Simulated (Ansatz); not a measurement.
# InSe: a single-point run

Aim: a sound single-point run of InSe. The structure is shown as the input types it.

Computed with Ansatz 0.2.0 (DFT, PBE, PAW with Ansatz's default frozen-core files, scalar-relativistic (as first typed), unless a step's input says otherwise).

## 1. The system as given

The structure is monoclinic, space group C2/m (No. 12). The conventional cell has a = 11.736 Å, b = 4.110 Å, c = 4.610 Å, α = 90.00°, β = 110.30°, γ = 90.00°. In (site symmetry m) has 3 Se at 2.58 to 2.78 Å and 1 In at 2.74 Å as nearest neighbours. Se (site symmetry m) is surrounded by 3 In at 2.58 to 2.78 Å.

Structure file:

```xyz
4
Lattice="5.8679 -2.0550 0.0000 5.8679 2.0550 0.0000 -1.5994 0.0000 4.3237" Properties=species:S:1:pos:R:3 pbc="T T T"
In   10.3665    0.0000    0.0216
In   -0.2301    0.0000    4.3020
Se    6.7188    0.0000    2.7758
Se    3.4176    0.0000    1.5479
```

## 2. Input and run

Contents of input.yaml:

```yaml
crystal:
  lattice:
    - [5.8679026766, -2.055, 0.0]
    - [5.8679026766, 2.055, 0.0]
    - [-1.5994156962, 0.0, 4.3236564064]
  atoms:
    - { symbol: In, position: [0.884, 0.884, 0.005] }
    - { symbol: In, position: [0.116, 0.116, 0.995] }
    - { symbol: Se, position: [0.66, 0.66, 0.642] }
    - { symbol: Se, position: [0.34, 0.34, 0.358] }
kpoints:
  mp_grid: { grid: [1, 1, 1] }
  band_path:
    path:
      - [0.0, 0.0, 0.0]
      - [-0.2848576481, 0.2848576481, 0.0]
      - [-0.7151423519, -0.2848576481, 0.0]
      - [-0.5, -0.5, 0.0]
      - [0.0, 0.0, 0.0]
      - [-0.5, -0.5, 0.5]
      - [-0.7459295213, -0.2540704787, 0.5]
      - [-0.2540704787, 0.2540704787, 0.5]
      - [0.0, 0.0, 0.5]
    npoints: 14
scf:
  occupations: { method: fermi_dirac, width: 0.02 }
  max_iter: 100
hamiltonian:
  xc: pbe
  pseudopotentials: { kind: paw }
output:
  forces: true
  stress: true
  eigenvalues: true
  efg: { contact_densities: true }
  populations: true
```

Launch:

```
> ansatz run input.yaml --threads 1 --pin off --max-ram 4096MiB --backend cpu --events-out ev --progress --plain --runs-dir out
```

**Question.** How will this run end, and is anything wrong with its input?

The program finished normally, with warnings (gradients without spin orbit). It gives a largest force of 2.3 eV/Å, which is large; a structure far from rest gives such values too, whatever the setting.

Look at the input: kpoints.mp_grid.grid is [1, 1, 1]. The zone is sampled at a single point, which suits only large cells or molecules.

The test: set kpoints.mp_grid.grid to [7, 7, 6].
